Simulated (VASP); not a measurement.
# ZnSe (F-43m) in VASP: phonons with r2SCAN

Aim: the phonons of ZnSe with r2SCAN.

Everything below comes from runs of VASP 6.6.1. Logs are shortened: lines on timing, memory, paths and dates and some standing lists are left out, and cuts for length are marked.

**1. Starting point**

The structure is cubic, space group F-43m (No. 216). The conventional cell has a = 5.668 Å, b = 5.668 Å, c = 5.668 Å, α = 90.00°, β = 90.00°, γ = 90.00°. Zn (site symmetry -43m) is surrounded by 4 Se at 2.45 Å. Around Se (site symmetry -43m) lie 4 Zn at 2.45 Å.

**2. Phonons, r2SCAN**

POSCAR reads:

```
ZnSe
1.0
    0.0000000000      2.8338000000      2.8338000000
    2.8338000000      0.0000000000      2.8338000000
    2.8338000000      2.8338000000      0.0000000000
Zn Se
1 1
Direct
    0.0000000000      0.0000000000      0.0000000000
    0.2500000000      0.2500000000      0.2500000000
```

INCAR.step1 reads:

```
SYSTEM = ZnSe
ALGO = Normal
EDIFF = 1E-8
EDIFFG = -0.002
ENCUT = 600
IBRION = 2
ISIF = 3
ISMEAR = 0
LASPH = .True.
LCHARG = .False.
LMIXTAU = .True.
LREAL = .False.
LWAVE = .False.
METAGGA = R2SCAN
NELM = 100
NSW = 40
PREC = Accurate
SIGMA = 0.02
```

INCAR.step2 reads:

```
SYSTEM = ZnSe
ALGO = Normal
EDIFF = 1E-8
ENCUT = 600
IBRION = 6
ISIF = 2
ISMEAR = 0
LASPH = .True.
LCHARG = .False.
LMIXTAU = .True.
LREAL = .False.
LWAVE = .False.
METAGGA = R2SCAN
NELM = 100
NFREE = 2
NSW = 1
POTIM = 0.015
PREC = Accurate
SIGMA = 0.02
```

KPOINTS reads:

```
k-points
0
Gamma
  8 8 8
  0 0 0
```

Potentials or basis: VASP PAW PBE potentials, release 64 (Zn, Se).

Command:

```console
cat potpaw_PBE.64/Zn/POTCAR potpaw_PBE.64/Se/POTCAR > POTCAR
cp INCAR.step1 INCAR
mpirun -np 1 vasp_std > vasp.out
cp CONTCAR POSCAR
cp INCAR.step2 INCAR
mpirun -np 1 vasp_std > vasp.out
```

OUTCAR:

```text
SYSTEM = ZnSe
   EDIFF = 1E-8
   ENCUT = 600
   IBRION = 6
   ISIF = 2
   ISMEAR = 0
   LASPH = .True.
   LREAL = .False.
   METAGGA = R2SCAN
   NELM = 100
   NFREE = 2
   NSW = 1
   POTIM = 0.015
   PREC = Accurate

 ion  position               nearest neighbor table
   1  0.000  0.000  0.000-   2 2.45   2 2.45   2 2.45   2 2.45
   2  0.250  0.250  0.250-   1 2.45   1 2.45   1 2.45   1 2.45

  LATTYP: Found a face centered cubic cell.
 ALAT       =     5.6668967720

  Lattice vectors:

 A1 = (   0.0000000000,   2.8334483860,   2.8334483860)
 A2 = (   2.8334483860,   0.0000000000,   2.8334483860)
 A3 = (   2.8334483860,   2.8334483860,   0.0000000000)

Analysis of symmetry for initial positions (statically):
=====================================================================
 Subroutine PRICEL returns:
 Original cell was already a primitive cell.

 Routine SETGRP: Setting up the symmetry group for a
 face centered cubic supercell.

 Subroutine GETGRP returns: Found 24 space group operations
 (whereof 24 operations were pure point group operations)
 out of a pool of 48 trial point group operations.

The static configuration has the point symmetry T_d .

Analysis of symmetry for dynamics (positions and initial velocities):
=====================================================================
 Subroutine PRICEL returns:
 Original cell was already a primitive cell.

 Routine SETGRP: Setting up the symmetry group for a
 face centered cubic supercell.

 Subroutine GETGRP returns: Found 24 space group operations
 (whereof 24 operations were pure point group operations)
 out of a pool of 48 trial point group operations.

The dynamic configuration has the point symmetry T_d .

 Subroutine INISYM returns: Found 24 space group operations
 (whereof 24 operations are pure point group operations),
 and found     1 'primitive' translations

----------------------------------------------------------------------------------------

                                     Primitive cell
[... 284 lines left out ...]

 number of electron      17.9999991 magnetization

 Free energy of the ion-electron system (eV)
  ---------------------------------------------------
  ext. energy  EPLUGINS =         0.00000000
  ---------------------------------------------------
  free energy    TOTEN  =       -24.91009855 eV

  energy without entropy =      -24.91009855  energy(sigma->0) =      -24.91009855

 E-fermi :   1.4358     XC(G=0):  -9.9215

 val. band max:        1.3178868732   @ k =   0.0000   0.0000   0.0000
 cond. band min:       3.1703557800   @ k =   0.0000   0.0000   0.0000
 fundamental gap:      1.8524689068
 Fermi energy:         1.4357951834

 k-point     1 :       0.0000    0.0000    0.0000
  band No.  band energies     occupation
      1     -12.4147      2.00000
      2      -5.4040      2.00000
      3      -5.3954      2.00000
      4      -5.3869      2.00000
      5      -4.9873      2.00000
      6      -4.9873      2.00000
      7       1.2837      2.00000
      8       1.3015      2.00000
      9       1.3179      2.00000
     10       3.1704      0.00000
     11       7.6060      0.00000
     12       7.6167      0.00000
     13       7.6289      0.00000
[... 354 lines left out ...]
  band No.  band energies     occupation
      1     -11.4607      2.00000
      2      -5.2772      2.00000
      3      -5.2376      2.00000
      4      -5.0225      2.00000
      5      -4.9822      2.00000
      6      -4.7830      2.00000
      7      -3.6672      2.00000
      8      -1.1357      2.00000
      9      -0.1766      2.00000
     10       6.0417      0.00000
     11       7.2824      0.00000
     12       9.2556      0.00000
     13      10.5406      0.00000

 [... further k-points ...]

------------------------ aborting loop because EDIFF is reached ----------------------------------------

  FORCE on cell =-STRESS in cart. coord.  units (eV):
  Direction    XX          YY          ZZ          XY          YZ          ZX
  --------------------------------------------------------------------------------------
  -------------------------------------------------------------------------------------
  Total        0.0023466      0.0039442      0.0039442      0.0000000      0.0788096      0.0000000
  in kB        0.0826360      0.1388986      0.1388986      0.0000000      2.7753235      0.0000000
  external PRESSURE =       0.1201444 kB  Pullay stress =       0.0000000 kB
[... 17 lines left out ...]
  FREE ENERGIE OF THE ION-ELECTRON SYSTEM (eV)
  ---------------------------------------------------
  free  energy   TOTEN  =       -24.9100985454 eV

  energy  without entropy=      -24.9100985454  energy(sigma->0) =      -24.91009855

 INTERNAL STRAIN TENSORS FROM DISPLACED ATOMS
 ============================================

 INTERNAL STRAIN TENSOR FOR ION    1 for displacements in x,y,z  (eV/Angst):
          X           Y           Z          XY          YZ          ZX
  --------------------------------------------------------------------------------
  x     0.00000     0.00000     0.00000     0.00000     5.78101     0.00000
  y    -0.00000     0.00000    -0.00000     0.00000     0.00000     5.78101
  z     0.00000     0.00000     0.00000     5.78101     0.00000     0.00000

 INTERNAL STRAIN TENSOR FOR ION    2 for displacements in x,y,z  (eV/Angst):
          X           Y           Z          XY          YZ          ZX
  --------------------------------------------------------------------------------
  x    -0.00000    -0.00000    -0.00000     0.00000    -5.30015     0.00000
  y     0.00000     0.00000     0.00000     0.00000     0.00000    -5.30015
  z    -0.00000    -0.00000    -0.00000    -5.30015     0.00000     0.00000

 Eigenvectors and eigenvalues of the dynamical matrix
 ----------------------------------------------------

   1 f  =    6.167133 THz    38.749238 2PiTHz  205.713406 cm-1    25.505200 meV
             X         Y         Z           dx          dy          dz
      0.000000  0.000000  0.000000    -0.726803   -0.158697    0.000000
      1.416724  1.416724  1.416724     0.652878    0.142555    0.000000
[... 21 lines left out ...]
   6 f/i=    0.039821 THz     0.250200 2PiTHz    1.328274 cm-1     0.164685 meV
             X         Y         Z           dx          dy          dz
      0.000000  0.000000  0.000000     0.611372   -0.269808    0.000000
      1.416724  1.416724  1.416724     0.680597   -0.300358    0.000000

 ELASTIC MODULI CONTR FROM IONIC RELAXATION (kBar)
 Direction    XX          YY          ZZ          XY          YZ          ZX
 --------------------------------------------------------------------------------
 XX          -0.0000     -0.0000     -0.0000     -0.0000     -0.0000      0.0000
 YY          -0.0000     -0.0000     -0.0000     -0.0000     -0.0000     -0.0000
 ZZ          -0.0000     -0.0000     -0.0000     -0.0000     -0.0000      0.0000
 XY          -0.0000     -0.0000     -0.0000   -194.5515      0.0000     -0.0000
 YZ          -0.0000     -0.0000     -0.0000      0.0000   -194.5515     -0.0000
 ZX           0.0000     -0.0000      0.0000     -0.0000     -0.0000   -194.5515
 --------------------------------------------------------------------------------
```

OSZICAR.step1:

```text
N       E                     dE             d eps       ncg     rms          rms(c)
DAV:   1     0.729593779163E+02    0.72959E+02   -0.10078E+04   754   0.180E+03
DAV:   2    -0.211332528009E+02   -0.94093E+02   -0.89909E+02   794   0.300E+02
DAV:   3    -0.276246907588E+02   -0.64914E+01   -0.64613E+01   944   0.767E+01
[... 26 lines left out ...]
DAV:   7    -0.249107261116E+02    0.34972E-07   -0.61497E-08   764   0.351E-03    0.258E-04
DAV:   8    -0.249107261510E+02   -0.39408E-07   -0.12432E-08   582   0.116E-03    0.115E-04
DAV:   9    -0.249107261221E+02    0.28888E-07   -0.84785E-09   542   0.117E-03    0.691E-05
DAV:  10    -0.249107261093E+02    0.12852E-07   -0.60579E-10   407   0.388E-04    0.481E-05
DAV:  11    -0.249107261091E+02    0.19963E-09   -0.55454E-11   397   0.937E-05
   2 F= -.24910726E+02 E0= -.24910726E+02  d E =-.812638E-05
```

It took 23 min on 1 thread of AMD EPYC 7R43 (Zen 3), shared host; peak memory 0.26 GiB.

Results:

* Highest phonon frequency at Γ, LO-TO splitting left out: 206 cm⁻¹

Phonon frequencies in cm⁻¹ (negative: imaginary):
| q point | frequencies |
| --- | --- |
| (0.000, 0.000, 0.000) | -1 -1 -1 206 206 206 |

Caveat: the PAW data sets were made with another functional, which shifts forces and pressure a little.
